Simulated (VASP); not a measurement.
Set up this calculation in VASP 6.6.1, as the native input.

```
Task                   : single point
Functional             : PBE
Potentials or basis    : VASP PAW PBE potentials, release 64 (Ba_sv, Te)
Cutoff                 : 520 eV
k mesh                 : 6 × 6 × 6
Occupations            : gaussian, width 0.01 eV
Spin                   : no spin polarisation
Dipole correction      : no
Further INCAR settings : ALGO = Normal; EDIFF = 1e-06; NBANDS = 15
```

The structure of BaTe lies in POSCAR:

```
BaTe
1.0
    0.0000000000      3.5323868345      3.5323868345
    3.5323868345      0.0000000000      3.5323868345
    3.5323868345      3.5323868345      0.0000000000
Ba Te
1 1
Direct
    0.0000000000      0.0000000000      0.0000000000
    0.5000000000      0.5000000000      0.5000000000
```

The cell was built by a generator and needn't be a form met in nature.

These files were run (other wordings do the same):

INCAR

```
PREC = Accurate
ENCUT = 520
EDIFF = 1E-6
ISMEAR = 0
SIGMA = 0.01
LREAL = False
LASPH = True
NELM = 100
ALGO = Normal
ISIF = 2
LWAVE = False
LCHARG = True
GGA = PE
LELF = True
LVHAR = True
NBANDS = 15
```

KPOINTS

```
Automatic mesh
0
Gamma
  6 6 6
```

Potentials or basis: VASP PAW PBE potentials, release 64 (Ba_sv, Te).

The run is started by

```sh
$ cat potpaw_PBE.64/Ba_sv/POTCAR potpaw_PBE.64/Te/POTCAR > POTCAR
$ mpirun -np 1 vasp_std > vasp.out
```

Results of the run:

```
Pressure               : 0.3 GPa
Band gap on the k mesh : 1.58 eV, indirect (least direct gap 1.96 eV)
```

Caveat: spin-orbit coupling is left out, which moves the levels of the heavy elements.

Run time: 12 s on 1 thread of Intel(R) Xeon(R) 6975P-C (Granite Rapids) (shared host), peak memory 0.23 GiB.
